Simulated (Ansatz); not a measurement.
Mg3Te2: competing structures

Level of theory: DFT PBE, scalar-relativistic, plane waves, PAW (Ansatz). All cells share a 420 eV cutoff and Γ-centred k meshes spaced at most about 0.3 Å⁻¹ (about 0.25 or finer for metals, 2π included). No spin polarisation.

Formation energies are uncorrected and refer to the elements' standard structures at the same level.

These are static total energies at zero pressure. Only the structures computed here compete, so a lower one can exist. Spin–orbit coupling, which can matter for Te, is left out. The reference form of Te is held partly by dispersion forces, which this level lacks.

Invented guesses were relaxed alike, and ends that match in structure were merged. ΔE counts from the first row. Coordination counts Te atoms around Mg (those within 1.25 times the shortest such distance or 1.15 times the sum of covalent radii, 1.27 where that leaves under three; a plus sign parts nearer from farther groups; the shortest distance is added where it exceeds 1.18 times the sum of covalent radii; a slash parts the counts of unlike sites). The ends were matched against large subsets of the Crystallography Open Database and the Materials Project, so a missing match doesn't prove that a structure is unreported.

| # | reached from | type and space group | atoms | Å³/atom | coordination | ΔE (meV/atom) | gap on mesh (eV) | in databases |
| --- | --- | --- | --- | --- | --- | --- | --- | --- |
| 1 | Cu3Te2 type (P4mm) | P4mm (No. 99) | 5 | 32.7 | Mg 4/1+4 | 0 | 0.00 | no match |
| 2 | A-type sesquioxide type (P-3m1) | P-3m1 (No. 164) | 5 | 28.3 | Mg 5/6 from 3.3 Å | 15 | 0.00 | no match |
| 3 | Er2Se3 type (P-4m2) | P-4m2 (No. 115) | 5 | 28.3 | Mg 4/5 | 32 | 0.00 | no match |
| 4 | random cell | P6/mmm (No. 191) | 5 | 36.1 | Mg 4 from 3.3 Å | 325 | 0.00 | no match |
| 5 | random cell | P4/mmm (No. 123) | 5 | 44.2 | Mg 1/2+8 from 5.7 Å | 824 | 0.00 | no match |

The lowest: Space group P4mm (No. 99), tetragonal, a = 4.856 Å, c = 6.929 Å. Mg on a site of symmetry 2mm is surrounded by 4 Te at 2.88–2.97 Å and 6 Mg at 3.31–3.43 Å; Mg on a site of symmetry 4mm has 1 Te at 2.97 Å, 4 Mg at 3.31 Å and 4 Te at 3.50 Å; Te on its first site is surrounded by 5 Mg at 2.97 Å; around Te on its second site lie 4 Mg at 2.88 Å and 4 Mg at 3.50 Å. Its energy over the elements is −0.43 eV/atom. It lies below the elements, which doesn't yet make it stable against other compounds or structures. An observed structure of this formula, if there is one, may be missing.

```yaml
crystal:
  lattice:
    - [4.85550, 0.00000, 0.00000]
    - [0.00000, 4.85550, 0.00000]
    - [0.00000, 0.00000, 6.92909]
  atoms:
    - { symbol: Mg, position: [0.50000, 0.00000, 0.99357] }
    - { symbol: Mg, position: [0.00000, 0.50000, 0.99357] }
    - { symbol: Mg, position: [0.00000, 0.00000, 0.31843] }
    - { symbol: Te, position: [0.00000, 0.00000, 0.74711] }
    - { symbol: Te, position: [0.50000, 0.50000, 0.21733] }
```

The second: Space group P-3m1 (No. 164), trigonal, a = 5.135 Å, c = 6.188 Å. Mg on a site of symmetry -3m has 6 Te at 3.31 Å and 6 Mg at 3.43 Å; Mg on a site of symmetry 3m is surrounded by 4 Te at 2.97–2.99 Å, 1 Te at 3.20 Å and 3 Mg at 3.43 Å; around Te lie 4 Mg at 2.97–2.99 Å and 4 Mg at 3.20–3.31 Å. Counting Te atoms around Mg, the first has Mg 4/1+4 and the second has Mg 5/6 from 3.3 Å. Cells relaxed within their symmetry can be saddle points.

```
Mg Te
1.0
     5.13452    0.00000    0.00000
    -2.56726    4.44662    0.00000
     0.00000    0.00000    6.18810
Mg Te
3 2
Direct
  0.00000 0.00000 0.00000
  0.33333 0.66667 0.72211
  0.66667 0.33333 0.27789
  0.33333 0.66667 0.23905
  0.66667 0.33333 0.76094
```

Some structure types and database cells were kept out of the candidates from the start, so a known form may be missing.
